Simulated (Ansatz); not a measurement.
# SiO2: the cost of one run

Program: Ansatz 0.2.0. Level of theory: DFT PBE, scalar-relativistic, plane waves, PAW. These are calculated values, not measurements.

## Step 1: The structure to begin with

It takes space group I-42d (No. 122, tetragonal). The conventional cell has a = 4.748 Å, b = 4.748 Å, c = 7.488 Å, α = 90.00°, β = 90.00°, γ = 90.00°. Si (site symmetry -4) has 4 O at 1.62 Å as nearest neighbours. O (site symmetry 2) is surrounded by 2 Si at 1.62 Å.

Coordinates:

```
CELL_PARAMETERS angstrom
9.49620 0.00000 0.00000
0.00000 9.49620 0.00000
-4.74810 -4.74810 7.48800
ATOMIC_POSITIONS crystal
Si 0.00000 0.00000 0.00000
Si 0.00000 0.00000 0.50000
Si 0.50000 0.00000 0.50000
Si 0.50000 0.00000 0.00000
Si 0.00000 0.50000 0.50000
Si 0.00000 0.50000 0.00000
Si 0.50000 0.50000 0.00000
Si 0.50000 0.50000 0.50000
Si 0.12500 0.37500 0.25000
Si 0.12500 0.37500 0.75000
Si 0.62500 0.37500 0.75000
Si 0.62500 0.37500 0.25000
Si 0.12500 0.87500 0.75000
Si 0.12500 0.87500 0.25000
Si 0.62500 0.87500 0.25000
Si 0.62500 0.87500 0.75000
O 0.31250 0.49919 0.37500
O 0.31250 0.49919 0.87500
O 0.81250 0.49919 0.87500
O 0.81250 0.49919 0.37500
O 0.31250 0.99919 0.87500
O 0.31250 0.99919 0.37500
O 0.81250 0.99919 0.37500
O 0.81250 0.99919 0.87500
O 0.12419 0.18750 0.12500
O 0.12419 0.18750 0.62500
O 0.62419 0.18750 0.62500
O 0.62419 0.18750 0.12500
O 0.12419 0.68750 0.62500
O 0.12419 0.68750 0.12500
O 0.62419 0.68750 0.12500
O 0.62419 0.68750 0.62500
O 0.06250 0.37581 0.37500
O 0.06250 0.37581 0.87500
O 0.56250 0.37581 0.87500
O 0.56250 0.37581 0.37500
O 0.06250 0.87581 0.87500
O 0.06250 0.87581 0.37500
O 0.56250 0.87581 0.37500
O 0.56250 0.87581 0.87500
O 0.00081 0.43750 0.12500
O 0.00081 0.43750 0.62500
O 0.50081 0.43750 0.62500
O 0.50081 0.43750 0.12500
O 0.00081 0.93750 0.62500
O 0.00081 0.93750 0.12500
O 0.50081 0.93750 0.12500
O 0.50081 0.93750 0.62500
```

The runs take a perfect supercell of 48 atoms; the defect goes to fractional position (0.000, 0.000, 0.000).

## Step 2: The perfect supercell

File input.yaml:

```yaml
crystal:
  lattice:
    - [9.4962, 0.0, 0.0]
    - [0.0, 9.4962, 0.0]
    - [-4.7481, -4.7481, 7.488]
  atoms:
    - { symbol: Si, position: [0.0, 0.0, 0.0] }
    - { symbol: Si, position: [0.0, 0.0, 0.5] }
    - { symbol: Si, position: [0.5, 0.0, 0.5] }
    - { symbol: Si, position: [0.5, 0.0, 0.0] }
    - { symbol: Si, position: [0.0, 0.5, 0.5] }
    - { symbol: Si, position: [0.0, 0.5, 0.0] }
    - { symbol: Si, position: [0.5, 0.5, 0.0] }
    - { symbol: Si, position: [0.5, 0.5, 0.5] }
    - { symbol: Si, position: [0.125, 0.375, 0.25] }
    - { symbol: Si, position: [0.125, 0.375, 0.75] }
    - { symbol: Si, position: [0.625, 0.375, 0.75] }
    - { symbol: Si, position: [0.625, 0.375, 0.25] }
    - { symbol: Si, position: [0.125, 0.875, 0.75] }
    - { symbol: Si, position: [0.125, 0.875, 0.25] }
    - { symbol: Si, position: [0.625, 0.875, 0.25] }
    - { symbol: Si, position: [0.625, 0.875, 0.75] }
    - { symbol: O, position: [0.3125, 0.49919, 0.375] }
    - { symbol: O, position: [0.3125, 0.49919, 0.875] }
    - { symbol: O, position: [0.8125, 0.49919, 0.875] }
    - { symbol: O, position: [0.8125, 0.49919, 0.375] }
    - { symbol: O, position: [0.3125, 0.99919, 0.875] }
    - { symbol: O, position: [0.3125, 0.99919, 0.375] }
    - { symbol: O, position: [0.8125, 0.99919, 0.375] }
    - { symbol: O, position: [0.8125, 0.99919, 0.875] }
    - { symbol: O, position: [0.12419, 0.1875, 0.125] }
    - { symbol: O, position: [0.12419, 0.1875, 0.625] }
    - { symbol: O, position: [0.62419, 0.1875, 0.625] }
    - { symbol: O, position: [0.62419, 0.1875, 0.125] }
    - { symbol: O, position: [0.12419, 0.6875, 0.625] }
    - { symbol: O, position: [0.12419, 0.6875, 0.125] }
    - { symbol: O, position: [0.62419, 0.6875, 0.125] }
    - { symbol: O, position: [0.62419, 0.6875, 0.625] }
    - { symbol: O, position: [0.0625, 0.37581, 0.375] }
    - { symbol: O, position: [0.0625, 0.37581, 0.875] }
    - { symbol: O, position: [0.5625, 0.37581, 0.875] }
    - { symbol: O, position: [0.5625, 0.37581, 0.375] }
    - { symbol: O, position: [0.0625, 0.87581, 0.875] }
    - { symbol: O, position: [0.0625, 0.87581, 0.375] }
    - { symbol: O, position: [0.5625, 0.87581, 0.375] }
    - { symbol: O, position: [0.5625, 0.87581, 0.875] }
    - { symbol: O, position: [0.00081, 0.4375, 0.125] }
    - { symbol: O, position: [0.00081, 0.4375, 0.625] }
    - { symbol: O, position: [0.50081, 0.4375, 0.625] }
    - { symbol: O, position: [0.50081, 0.4375, 0.125] }
    - { symbol: O, position: [0.00081, 0.9375, 0.625] }
    - { symbol: O, position: [0.00081, 0.9375, 0.125] }
    - { symbol: O, position: [0.50081, 0.9375, 0.125] }
    - { symbol: O, position: [0.50081, 0.9375, 0.625] }
basis:
  ecutwfc: 420
  fft_grid_basis: typed
kpoints:
  mp_grid: { grid: [2, 2, 2] }
hamiltonian:
  xc: pbe
  pseudopotentials: { kind: paw }
scf:
  occupations: { method: gaussian, width: 0.05 }
output:
  forces: true
  stress: false
  eigenvalues: true
  bader: false
  write_density: true
  volumetric_format: npy
```

The run is started by

```bash
$ ansatz run input.yaml --threads 4 --pin off --max-ram 10240MiB --backend cpu --events-out ev --progress --plain --runs-dir out
```

Q: Estimate wall time and peak memory on 4 threads of Arm Neoverse V2, shared host.

About 7 s, with a peak of 2.3 GiB.
